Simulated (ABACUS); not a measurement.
Runs of ABACUS 3.10.1 on Mo. The structure is cubic, space group Im-3m (No. 229). The conventional cell has a = 3.168 Å, b = 3.168 Å, c = 3.168 Å, α = 90.00°, β = 90.00°, γ = 90.00°. Mo (site symmetry m-3m) is surrounded by 8 Mo at 2.74 Å. 

| task | level | potentials or basis | cell | k mesh | cutoff (eV) | max steps of the relaxation | force threshold | optimiser | stress threshold | symmetry key | gap on the mesh (eV) | pressure (GPa) | relaxed volume (Å³/atom) |
| --- | --- | --- | --- | --- | --- | --- | --- | --- | --- | --- | --- | --- | --- |
| relaxation of cell and atoms | LDA | PseudoDojo NC SR 0.4.1 LDA standard, plane waves | relaxed | 10 × 10 × 10 | 1102 | 60 | 0.01 eV/Å | cg | 1 kbar | 1 | none | -0.1 | 15.08 |
| relaxation of cell and atoms | HCTH407 | Ansatz NC PBE, plane waves | relaxed | 10 × 10 × 10 | 1102 | 60 | 0.01 eV/Å | cg | 0.2 kbar | 1 | none | 0.0 | (a) |
| single point | HCTH407 | Ansatz NC PBE, plane waves | as given | 10 × 10 × 10 | 1102 | - | - | - | - | 1 | none | -9.8 | - |
| single point | LDA | PseudoDojo NC SR 0.4.1 LDA standard, plane waves | as given | 10 × 10 × 10 | 1102 | - | - | - | - | 1 | none | -13.7 | - |
| single point | MS2 | SG15 ONCV 1.2 PBE, plane waves | as given | 8 × 8 × 8 | 1279 | - | - | - | - | 1 | none | 128.4 | - |

Alike in all rows: no spin polarisation; smearing fermi-dirac 0.05 eV.

Problem. Estimate the missing entries.

Solution. (a) 15.28.

Caveats: the potentials were made for another functional, which shifts forces and pressure (some runs); a pressure of tens of GPa on the cell as given is suspect, and the run, the potentials or the cell itself is likely at fault (some runs).

A k mesh can miss the band edges, and the runs leave out spin-orbit coupling on Mo.

A gap of «none» marks a metal or a gap under the smearing width.

Runs at the PBE level aren't shown here.
